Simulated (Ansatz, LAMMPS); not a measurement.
# A vacancy of Al at several sites of Al2O3 with crystalline order left by the classical run (155 atoms), part 2 of 3

At which site of Al2O3 with crystalline order left by the classical run (155 atoms) does a vacancy of Al cost least, and what about the site decides it?

Ansatz 0.2.0; Kohn-Sham DFT, PBE, PAW (set soft_1), plane waves.

The cell: 62 Al and 93 O. The quench rate of 20 K/ps is orders of magnitude faster than experiment. The starting topology of bonds comes from the classical model. Sampling is at Γ alone, for a cell whose shortest periodic width is 12 Å.

So far. Step 2 (Single point at the start): The r.m.s. force at the start is 0.41 eV/Å. Step 3 (Relaxation): The relaxation converged after 4 steps, 2.13 eV below its start, with a largest force component of 0.048 eV/Å.

### Step 4. Single point at the relaxed geometry

One more single point at the end of the walk gives the fuller output and checks the residual forces.

Contents of input.yaml:

```yaml
crystal:
  lattice:
    - [11.8191, 0.0, 0.0]
    - [0.0, 11.8191, 0.0]
    - [0.0, 0.0, 11.8191]
  atoms:
    - { symbol: Al, position: [0.54198, 0.43048, 0.32362] }
    - { symbol: Al, position: [0.39719, 0.69686, 0.08203] }
    - { symbol: Al, position: [0.39935, 0.30876, 0.48834] }
    - { symbol: Al, position: [0.49351, 0.46537, 0.00356] }
    - { symbol: Al, position: [0.39896, 0.5612, 0.50013] }
    - { symbol: Al, position: [0.59556, 0.8508, 0.15944] }
    [... 143 atom lines left out ...]
    - { symbol: O, position: [0.62448, 0.57108, 0.31196] }
    - { symbol: O, position: [0.38636, 0.05534, 0.33044] }
    - { symbol: O, position: [0.85847, 0.82576, 0.03715] }
    - { symbol: O, position: [0.77206, 0.41648, 0.15602] }
    - { symbol: O, position: [0.16297, 0.07574, 0.33258] }
    - { symbol: O, position: [0.14725, 0.5622, 0.6719] }
kpoints:
  mp_grid: { grid: [1, 1, 1] }
hamiltonian:
  xc: pbe
  pseudopotentials: { kind: paw, azcp: { folder: soft_1 } }
scf:
  occupations: { method: gaussian, width: 0.05 }
output:
  forces: true
  stress: true
  populations: true
  dos:
    method: { smearing: { sigma: 0.1 } }
    de: 0.1
    projected: { site_lists: { Al: [Al], O: [O] } }
  eigenvalues: true
  write_density: true
  write_potential: true
  volumetric_format: npy
```

Run with:

```sh
ansatz run input.yaml --threads 8 --pin off --max-ram 15872MiB --backend cpu --events-out ev --progress --plain --runs-dir out
```

Numbers of over 12 decimals in the logs are rounded to 6 here.

The log of the run:

```text
[...]
Crystal: 155 atoms, lattice volume = 1651.023 Å³
Basis set: ecut = 420 eV, 32423 PW (Γ), exchange–correlation on 160×160×160 points (8 copies of the dense FFT grid, shifted against one another)
Bands: 527, of which v1, the nominal top of the filled ones, is band 372 counted from 1 (371 counted from 0)
Symmetry: 1 space group operations
[...]
k-points: 1
[...]
SCF iter   1: F=—  HF=-86382.622427 eV  |F-HF|=—  |Δ(HF+E_count)|=         —  Δρ=1.24e-1  dr2=2.59e2  ethr=3.10e-3  ⟨swp⟩=6.0  Hψ=2213  notcnv=0  defer=59
[...]
SCF iter  10: F=-86313.452513 eV  HF=-86313.452513 eV  |F-HF|=1.15e-8  |Δ(HF+E_count)|=   6.19e-7  Δρ=2.07e-6  dr2=5.42e-8  ethr=1.34e-11  ⟨swp⟩=23.0  Hψ=5041  notcnv=0
SCF 1 converged in 10 iterations: F = -86313.452513 eV  dr2 = 5.42e-8
[...]
SCF converged after 10 iterations
Free energy (F): -86313.452513 eV
[...]
Internal energy: -86313.452513 eV  (E = F + TS)
E sigma→0 (E₀):  -86313.452513 eV
Fermi energy:    7.519037 eV
[...]
--- Forces (eV/Å), atoms counted from 1 ---
  atom   1  Al     0.01407142     0.03189791    -0.00325236
  atom   2  Al     0.01759931     0.02166997     0.01201027
  atom   3  Al     0.01998588    -0.00156981     0.00761482
  atom   4  Al     0.00845084    -0.01115316    -0.00889222
  atom   5  Al     0.01109434    -0.00053681    -0.00499133
  atom   6  Al     0.00449482     0.02202729     0.01408846
  atom   7  Al    -0.00474599     0.01728699    -0.00564329
  atom   8  Al    -0.00556510     0.01544632     0.00442470
  atom   9  Al     0.00061846    -0.00765842    -0.01701834
  atom  10  Al     0.00870928     0.01276357     0.00059451
  atom  11  Al    -0.00849087    -0.00080281    -0.00152637
  atom  12  Al    -0.03089598    -0.00792983     0.00638409
  atom  13  Al     0.00616927     0.00803136    -0.00910850
  atom  14  Al     0.00198474     0.00116342    -0.00695916
[...]
atom 154  O     -0.00817059     0.00911624    -0.00806298
  atom 155  O      0.00469161     0.00535784     0.00300836
  max |Σ_I F_I| component: 1.46e-4 eV/Å
--- Stress (GPa, compression-positive) ---
       -4.681876      -0.078004       0.377667
       -0.078004      -6.052957       1.121165
        0.377660       1.121165      -4.491200
  P = ⅓ Tr σ = -5.0753 GPa (-50.753 kbar)
--- Band table (eV) ---
[...]
--- Löwdin populations: 155 sites ---
  site symbol       q [e]
     0     Al      1.7092
     1     Al      1.6561
     2     Al      1.7175
[...]
154      O      6.8348
  spilling = 0.008042 (of n_electrons = 744.000000)
```

It took 24 s on 8 threads of Arm Neoverse V2, shared host; peak memory 2.4 GiB; 3 min of CPU time.

The run gave:

```
free energy                                      : -86313.4525 eV
free energy per atom                             : -556.8610 eV/atom
SCF cycles                                       : 10
pressure                                         : -5.075 GPa
r.m.s. force component                           : 0.01035 eV/Å
longest force                                    : 0.0516 eV/Å
Fermi energy                                     : 7.519 eV
gap (highest filled to lowest empty level) : 3.346 eV
spilling of the projection                       : 0.008042
```

Löwdin charges by element and coordination (they lack the spilled electrons, 0.039 e an atom on average):

```
element  coordination  atoms  mean charge (e)  spread   least    most
     Al           all     62             1.32  0.0378    1.25    1.39
     Al             4     26             1.35  0.0174    1.32    1.39
     Al             5     19             1.30  0.0177    1.26    1.34
     Al             6     17             1.27  0.0145    1.25    1.30
      O           all     93           -0.813   0.019  -0.870  -0.768
      O             2      1           -0.870       0  -0.870  -0.870
      O             3     70           -0.821  0.0097  -0.842  -0.791
      O             4     21           -0.784  0.0083  -0.804  -0.768
      O             5      1           -0.780       0  -0.780  -0.780
```

States in the cell by windows of 1 eV, zero at the Fermi level; the larger projections on atomic orbitals stand beside the total:

```
from (eV)  to (eV)  total    O p  Al p  Al s
      -14       -9    0.0    0.0   0.0   0.0
       -9       -8   33.4   24.4   2.4   5.8
       -8       -7   66.0   49.3   6.6   7.9
       -7       -6   79.2   61.6  11.3   3.6
       -6       -5   86.3   72.4   9.7   2.0
       -5       -4  110.2   98.9   7.7   1.1
       -4       -3  113.4  107.2   3.5   0.5
       -3       -2   63.3   61.1   1.0   0.1
       -2       -1    6.1    5.9   0.2   0.0
       -1        1    0.0    0.0   0.0   0.0
        1        2    2.0    0.0   0.1   1.2
        2        3    0.0    0.0   0.0   0.0
        3        4   12.0    1.9   3.7   3.3
        4        5   27.2    3.7  11.2   6.0
```

Between -22 and -14 eV lie 186 more states.

The levels nearest the highest filled one (over half full), pooled over k-points and spins:

```
level less the highest filled one (eV)  occupation
                                -0.608           2
                                -0.576           2
                                -0.445           2
                                -0.281           2
                                -0.179           2
                                     0           2
                                  3.35           0
                                  4.82           0
                                  5.04           0
                                  5.25           0
                                  5.29           0
                                  5.33           0
```

Valence density in the ab plane at fractional z = 0.171, with atoms of Al and O within 0.2 Å of it. It is the smooth field of the valence electrons, not physical close to the nuclei.

Ten even steps from '0' (0.0 e/Å³) to '9' (7.0 e/Å³), each cell a mean:
```
752000024310001585100026630000003
752000012100001474100027830000003
110000000000000010000011110000000
000000000000000000000000000000000
000000000000000000000000000000000
111000012310000133100000000000000
784100038830000289400000110000002
673000014420000144100001562000001
110000000000000000000002673000000
000000000000000000000000110000000
000000000000000000000000000000000
221000000000000000000000000000001
883000014410000025410000121000003
552000038830000149720001486200002
000000013310000013200000254100000
000000000000000000000000010000000
000000000000000000000000000000000
110000000110000010000000010000001
651000013761000266200001464100003
431000013751000288300001695100002
000000000110000011000000121000000
000000000000000000000000000000000
000000000000000000000000000000000
110000011100000111000000100000000
```
Columns run along a (11.8 Å), rows up along b (11.8 Å). Atoms in or near the plane, at fractional coordinates: Al at (0.60, 0.85), Al at (0.38, 0.07), Al at (0.92, 0.35), Al at (0.38, 0.32), Al at (0.92, 0.09), Al at (0.93, 0.83), O at (0.75, 0.65), O at (0.26, 0.43), O at (0.02, 0.46), O at (0.49, 0.96), O at (0.72, 0.94), O at (0.51, 0.72), O at (0.02, 0.95), O at (0.51, 0.19) and more.

Electrostatic potential energy in the ab plane at fractional z = 0.171, with atoms of Al and O within 0.2 Å of it. With pseudopotentials it is smooth inside the atoms' cores, unlike the true potential.

Values in eV, 13 rows by 16 columns, each cell a mean:
```
-29  -1  -2  -6 -14   8   8 -20 -20   5   3 -28  -9   9   6  -6
 -2   7   4   7  11  12  12   7  -4   3  -4  -2   7   6  -3  -4
  1   9   8   9   7  10  10   9  -3  -2  -3   8  11   4  -2  -1
-28  -5   6  -6 -29   0   4 -11 -28   4   9   6   1   9   5  -3
 -8   3   7   7   1   7   6   6   3  10   8 -12 -25   8  11   7
  4   6   7  10  12  12  11  12  11   2  -3  -4   6  12  11   8
-22  -2   1   3  -3  10  12   9  -8  -3  -2  -4   1  10  10   1
-15   1   2  -8 -27  -1   1   0 -25  -3   7  -2 -29  -4  -2  -6
  6   9   8   9   6  -3   4  -3   9  11  10   9   3  -2   2  -4
 -6   7   4   6  -5  -6  -3  -1   0   8   6   5  -1   5   0  -2
-19   4   1   3 -25 -10   5 -11 -27  -1  -2 -10 -29   2   2  -5
  5   9   8   9   6  -3  -1   0   7   7   5   9   7   0   0  -3
  3   8   6   6   0  -3   0  -2   7  11  11   9  10   4  -3  -3
```
Columns run along a (11.8 Å; values clipped at the 3rd and 97th percentile), rows up along b (11.8 Å). Atoms in or near the plane, at fractional coordinates: Al at (0.60, 0.85), Al at (0.38, 0.07), Al at (0.92, 0.35), Al at (0.38, 0.32), Al at (0.92, 0.09), Al at (0.93, 0.83), O at (0.75, 0.65), O at (0.26, 0.43), O at (0.02, 0.46), O at (0.49, 0.96), O at (0.72, 0.94), O at (0.51, 0.72), O at (0.02, 0.95), O at (0.51, 0.19) and more.

Between filled and empty levels lie 3.35 eV (at Γ alone); a semilocal functional tends to put such gaps too low. In a disordered cell it changes from sample to sample, and tail or defect levels can set it. Mean Löwdin charges: Al +1.32, O -0.81 e (they miss 0.80 % of the electrons, so they add up to more than the cell's charge). The largest share in the top eV of filled states is O p (98 % of the projected weight), and in the lowest eV of empty states Al s (62 % of the projected weight).

### Step 5. Vacancy of Al, site Al21

The site has 4 bonded neighbours (O4) at 1.83 Å on average, by cutoffs that count no bonds between two metal atoms or like ions. The change is made in the relaxed cell and the atoms are relaxed again, with spin allowed.

Contents of input.yaml:

```yaml
crystal:
  lattice:
    - [11.8191, 0.0, 0.0]
    - [0.0, 11.8191, 0.0]
    - [0.0, 0.0, 11.8191]
  atoms:
    [... atom lines 1 to 17 left out ...]
    - { symbol: Al, position: [0.15271, 0.8601, 0.50416] }
    - { symbol: Al, position: [0.24986, 0.45494, 0.33296] }
    - { symbol: Al, position: [0.15483, 0.2083, 0.25359] }
    - { symbol: Al, position: [0.9289, 0.04534, 0.8872] }
    - { symbol: Al, position: [0.3804, 0.06839, 0.1676] }
    - { symbol: Al, position: [0.66706, 0.52782, 0.15027] }
    - { symbol: Al, position: [0.91741, 0.34834, 0.18734] }
    [... atom lines 25 to 154 left out ...]
magnetization:
  spin_polarized: true
kpoints:
  mp_grid: { grid: [1, 1, 1] }
hamiltonian:
  xc: pbe
  pseudopotentials: { kind: paw, azcp: { folder: soft_1 } }
scf:
  occupations: { method: fermi_dirac, width: 0.025 }
  lower_state_search: "off"
output:
  forces: true
  eigenvalues: true
relax:
  f_tol: 0.05
  max_steps: 90
```

The log of the run:

```text
[...]
Crystal: 154 atoms, lattice volume = 1651.023 Å³
Basis set: ecut = 420 eV, 32423 PW (Γ), exchange–correlation on 160×160×160 points (8 copies of the dense FFT grid, shifted against one another)
Bands: 526, of which v1, the nominal top of the filled ones, is band 371 counted from 1 (370 counted from 0)
Symmetry: 1 space group operations
[...]
k-points: 1
[...]
Starting moments: Σ|m| = 2.4 μB on 4 of 154 sites
[...]
SCF iter   1: F=—  HF=-85831.834370 eV  |F-HF|=—  |Δ(HF+E_count)|=         —  Δρ=6.37e-2 (↑6.17e-2 ↓6.37e-2)  dr2=2.62e2  dr2_m=1.48e0  M=3.000 μB ∫|m|=3.161 μB  β_m=0.30  ethr=3.10e-3  ⟨swp⟩=6.0  Hψ=4420  notcnv=0  defer=118
[...]
spin=Collinear: Resta preconditioning applied to the charge; magnetization (m = ρ↑ − ρ↓) channel mixes plain (no charge-response kernel on spin).
SCF iter   2: F=—  HF=-85778.359401 eV  |F-HF|=—  |Δ(HF+E_count)|=    5.35e1  Δρ=3.78e-2 (↑2.79e-2 ↓3.78e-2)  dr2=8.15e1  dr2_m=1.85e0  M=2.771 μB ∫|m|=3.021 μB  β_m=0.30  ethr=3.10e-3  ⟨swp⟩=2.5  Hψ=1961  notcnv=0  defer=294
SCF iter   3: F=—  HF=-85770.601825 eV  |F-HF|=—  |Δ(HF+E_count)|=    7.76e0  Δρ=3.02e-2 (↑2.13e-2 ↓3.02e-2)  dr2=4.51e1  dr2_m=8.34e-1  M=1.729 μB ∫|m|=2.089 μB  β_m=0.30  ethr=3.10e-3  ⟨swp⟩=3.0  Hψ=1968  notcnv=0  defer=294
[...]
SCF iter  16: F=—  HF=-85763.951668 eV  |F-HF|=—  |Δ(HF+E_count)|=   2.24e-2  Δρ=3.77e-3 (↑1.13e-3 ↓3.77e-3)  dr2=2.23e-1  dr2_m=8.68e-2  M=2.988 μB ∫|m|=3.173 μB  β_m=0.30  ethr=2.85e-5  ⟨swp⟩=2.0  Hψ=1029  notcnv=0  defer=294
[...]
spin-set hold released at iteration 16 (site moments' squared step at or under half its running peak, from the soft ceiling on): the magnetisation degrees of freedom join the quasi-Newton model from the next iteration; the mixer history was flushed
SCF iter  17: F=—  HF=-85763.983614 eV  |F-HF|=—  |Δ(HF+E_count)|=   3.19e-2  Δρ=5.03e-3 (↑1.37e-3 ↓5.03e-3)  dr2=9.55e-1  dr2_m=5.93e-2  M=2.930 μB ∫|m|=3.127 μB  β_m=0.16  ethr=2.85e-5  ⟨swp⟩=2.0  Hψ=1383  notcnv=0  defer=294  recentre
SCF iter  18: F=—  HF=-85763.955011 eV  |F-HF|=—  |Δ(HF+E_count)|=   2.86e-2  Δρ=3.37e-3 (↑9.61e-4 ↓3.37e-3)  dr2=1.82e-1  dr2_m=6.65e-2  M=2.987 μB ∫|m|=3.176 μB  β_m=0.18  ethr=2.85e-5  ⟨swp⟩=2.0  Hψ=1344  notcnv=0  defer=294
[...]
SCF iter  30: F=—  HF=-85763.969026 eV  |F-HF|=—  |Δ(HF+E_count)|=   6.56e-6  Δρ=5.73e-5 (↑5.29e-6 ↓5.73e-5)  dr2=9.54e-5  dr2_m=1.18e-5  M=2.995 μB ∫|m|=3.198 μB  β_m=0.35  ethr=5.60e-9  ⟨swp⟩=2.0  Hψ=1369  notcnv=0
SCF iter  31: F=-85763.969023 eV  HF=-85763.969024 eV  |F-HF|=6.63e-7  |Δ(HF+E_count)|=   2.13e-6  Δρ=1.02e-5 (↑3.86e-6 ↓1.02e-5)  dr2=1.48e-6  dr2_m=5.25e-7  M=2.994 μB ∫|m|=3.198 μB  ethr=5.60e-9  ⟨swp⟩=3.5  Hψ=2493  notcnv=0
SCF 1 converged in 31 iterations: F = -85763.969023 eV  dr2 = 1.48e-6
[...]
relax step   1: F+E_penalty+E_count = -85763.96902321 eV  Δ(F+E_penalty+E_count) = +0.000e0 eV  max|allowed force component| = 2.077e0 eV/Å  Δτ_max = 0.0000 Å  (31 SCF iters, dr2 threshold 6.25e-5 eV, accepted)
[... from here on, the SCF cycles and remarks between the steps are left out ...]
relax step   2: F+E_penalty+E_count = -85764.77907410 eV  Δ(F+E_penalty+E_count) = -8.101e-1 eV  max|allowed force component| = 1.369e0 eV/Å  Δτ_max = 0.1964 Å  (20 SCF iters, dr2 threshold 1.00e-4 eV, accepted)
relax step   3: F+E_penalty+E_count = -85765.46819157 eV  Δ(F+E_penalty+E_count) = -6.891e-1 eV  max|allowed force component| = 4.894e-1 eV/Å  Δτ_max = 0.2000 Å  (18 SCF iters, dr2 threshold 1.00e-4 eV, accepted)
relax step   4: F+E_penalty+E_count = -85765.52666667 eV  Δ(F+E_penalty+E_count) = -5.848e-2 eV  max|allowed force component| = 8.883e-1 eV/Å  Δτ_max = 0.2000 Å  (20 SCF iters, dr2 threshold 3.06e-5 eV, accepted)
relax step   5: F+E_penalty+E_count = -85765.69906837 eV  Δ(F+E_penalty+E_count) = -1.724e-1 eV  max|allowed force component| = 2.731e-1 eV/Å  Δτ_max = 0.0590 Å  (16 SCF iters, dr2 threshold 1.00e-4 eV, accepted)
relax step   6: F+E_penalty+E_count = -85765.76985337 eV  Δ(F+E_penalty+E_count) = -7.079e-2 eV  max|allowed force component| = 3.965e-1 eV/Å  Δτ_max = 0.2000 Å  (17 SCF iters, dr2 threshold 7.05e-6 eV, accepted)
relax step   7: F+E_penalty+E_count = -85765.84324604 eV  Δ(F+E_penalty+E_count) = -7.339e-2 eV  max|allowed force component| = 1.428e-1 eV/Å  Δτ_max = 0.0420 Å  (13 SCF iters, dr2 threshold 1.49e-5 eV, accepted)
relax step   8: F+E_penalty+E_count = -85765.86538706 eV  Δ(F+E_penalty+E_count) = -2.214e-2 eV  max|allowed force component| = 7.838e-2 eV/Å  Δτ_max = 0.0323 Å  (14 SCF iters, dr2 threshold 2.65e-6 eV, accepted)
relax step   9: F+E_penalty+E_count = -85765.88009312 eV  Δ(F+E_penalty+E_count) = -1.471e-2 eV  max|allowed force component| = 1.959e-1 eV/Å  Δτ_max = 0.0587 Å  (15 SCF iters, accepted)
relax step  10: F+E_penalty+E_count = -85765.88994022 eV  Δ(F+E_penalty+E_count) = -9.847e-3 eV  max|allowed force component| = 8.649e-2 eV/Å  Δτ_max = 0.0168 Å  (11 SCF iters, dr2 threshold 1.16e-5 eV, accepted)
relax step  11: F+E_penalty+E_count = -85765.89660706 eV  Δ(F+E_penalty+E_count) = -6.667e-3 eV  max|allowed force component| = 6.324e-2 eV/Å  Δτ_max = 0.0325 Å  (15 SCF iters, accepted)
relax step  12: F+E_penalty+E_count = -85765.90170372 eV  Δ(F+E_penalty+E_count) = -5.097e-3 eV  max|allowed force component| = 6.170e-2 eV/Å  Δτ_max = 0.0445 Å  (14 SCF iters, accepted)
relax step  13: F+E_penalty+E_count = -85765.90482003 eV  Δ(F+E_penalty+E_count) = -3.116e-3 eV  max|allowed force component| = 3.228e-2 eV/Å  Δτ_max = 0.0368 Å  (13 SCF iters, accepted)
SCF converged after 13 iterations
Magnetization: 2.9954 μB (371.9977 up, 369.0023 down)
Absolute magnetization: 3.2498 μB (∫|ρ↑−ρ↓|, with the PAW one-centre terms)
[...]
Per-site moments (μB) at R_I (Å): [(-1.1833354610916862e-5, 0.759162), (-0.000306151, 0.714474), (-9.355804329925715e-6, 0.747118), (-0.00129043, 0.738902), (4.066576566338097e-8, 0.768742), [...]
Free energy (F): -85765.904820 eV
[...]
Internal energy: -85765.877425 eV  (E = F + TS)
E sigma→0 (E₀):  -85765.891123 eV
Entropy (-TS):   -0.027395 eV (-0.178 meV/atom)
Fermi energy:    5.411667 eV
[...]
Σ components = -85765.904820   (vs F -85765.904820, Δ=0.00e0)
--- Forces (eV/Å), atoms counted from 1 ---
  atom   1  Al    -0.00561332    -0.00109959    -0.00050365
  atom   2  Al    -0.00309051    -0.00126687     0.00316212
  atom   3  Al    -0.00773141     0.01189392     0.00223912
  atom   4  Al    -0.02128409     0.02121859     0.00871574
[...]
atom 154  O     -0.00612463     0.00025747    -0.00830100
  max |Σ_I F_I| component: 5.72e-5 eV/Å
--- Band table (eV) ---
[...]
--- Relaxed structure (13 steps of the walk, 13 accepted, 0 SCFs on fresh bases) ---
  F+E_penalty+E_count = -85765.90482003 eV   max|allowed force component| = 3.228e-2 eV/Å
  atoms:
    - { symbol: Al, position: [0.540462, 0.431428, 0.324847] }
    - { symbol: Al, position: [0.400161, 0.695421, 0.080776] }
    - { symbol: Al, position: [0.405454, 0.303467, 0.488372] }
    - { symbol: Al, position: [0.504526, 0.448622, 0.00453154] }
[...]
- { symbol: O, position: [0.149076, 0.563062, 0.674499] }
```

Run time: 9.3 min. Hardware: 8 threads; peak memory 4.2 GiB.

The relaxation converged after 13 steps, 1.94 eV below its start, with a largest force component of 0.032 eV/Å.

The surroundings of the place of the removed atom, after relaxation: 10 atoms, nearest first, with positions taken from that point. Atoms keep their numbers of the cell before the removal, where the removed atom was number 21.

```
atom      x      y      z  distance (Å)  bonds  moment (μB)
 O74   1.31   1.33   0.37          1.91      2         0.54
 O71  -0.42  -0.09  -2.05          2.10      3         0.00
O137   1.55  -1.50  -0.29          2.17      3         0.03
 O69  -0.73   0.19   2.16          2.29      2         0.49
O145  -2.11  -1.37  -0.02          2.51      4         0.00
Al57   2.66   0.04  -0.07          2.66      6         0.00
Al17   1.05  -1.26  -2.10          2.66      5         0.00
O146  -2.15   1.57   0.17          2.67      3         0.01
Al48  -1.61  -1.45   1.95          2.92      6         0.00
Al40  -1.94  -1.10  -1.90          2.93      6         0.00
```

The column of bonds counts only the pairs O-Al within 2.49 Å; other neighbours, such as metal atoms beside each other in a compound, aren't counted, and periodic images can show an atom twice.

The largest move is 0.55 Å, by Al17.

(Part 2 of 3 ends here.)

[Logs are printed without paths, hosts, clocks, repeated set-up lines and the standing remarks that a program may print on its own settings, such as how far it seeks lower states.]

[Hosts, paths, dates, database ids (printed as entryN), source tags and the programs' standing remarks are cut or masked in the printed files.]
